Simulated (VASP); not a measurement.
A run of VASP 6.6.1 is set up as follows.

INCAR

```
SYSTEM = Li2O
  PREC = Accurate
  ENCUT = 520
  EDIFF = 1E-6
  ISMEAR = -1
  SIGMA = 0.0178
  LREAL = .False.
  LASPH = .True.
  NELM = 80
  ALGO = Normal
  ISIF = 2
  LWAVE = .False.
  LCHARG = .False.
  GGA = PE
  NBANDS = 13
```

Contents of KPOINTS:

```
Automatic mesh
0
Gamma
  10 10 10
  0 0 0
```

File POSCAR:

```
Li2O
1.0
    0.0000000000      2.3093130000      2.3093130000
    2.3093130000      0.0000000000      2.3093130000
    2.3093130000      2.3093130000      0.0000000000
O Li
1 2
Direct
    0.0000000000      0.0000000000      0.0000000000
    0.2500000000      0.2500000000      0.2500000000
    0.7500000000      0.7500000000      0.7500000000
```

Potentials or basis: VASP PAW PBE potentials, release 64 (O, Li_sv).

Run with:

```console
$ cat potpaw_PBE.64/O/POTCAR potpaw_PBE.64/Li_sv/POTCAR > POTCAR
$ mpirun -np 1 vasp_std > vasp.out
```

Problem. What does it give for the band gap on the k mesh?

Solution. 4.97 eV, indirect (least direct gap 5.28 eV).

 A k mesh can miss the band edges.
